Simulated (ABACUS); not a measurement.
The system is InP.

```xyz
2
Lattice="0.0000 2.9305 2.9305 2.9305 0.0000 2.9305 2.9305 2.9305 0.0000" Properties=species:S:1:pos:R:3 pbc="T T T"
In    0.0000    0.0000    0.0000
P     4.3957    4.3957    4.3957
```

Base run:

```yaml
Program: ABACUS 3.10.1
Functional: B86bPBE
Potentials_or_basis: GBRV ultrasoft 1.5 PBE
Cutoff: 544 eV
Density_cutoff: 4354 eV
Basis: plane waves
k_mesh: 6 × 6 × 6
Occupations: fermi-dirac, width 0.05 eV
Spin: no spin polarisation
```

Its results: band gap on the k mesh 0.68 eV, direct; pressure 3.1 GPa.

**Question.** The run is repeated on the same cell with these changes: functional from B86bPBE to LDA; potentials or basis from GBRV ultrasoft 1.5 PBE to GBRV ultrasoft 1.5 LDA. What comes out?

**Answer.** Band gap on the k mesh 0.45 eV, direct; pressure -1.8 GPa.

Caveats: spin-orbit coupling is left out, which moves the levels of the heavy elements; the potentials were made for another functional, which shifts forces and pressure (some runs).

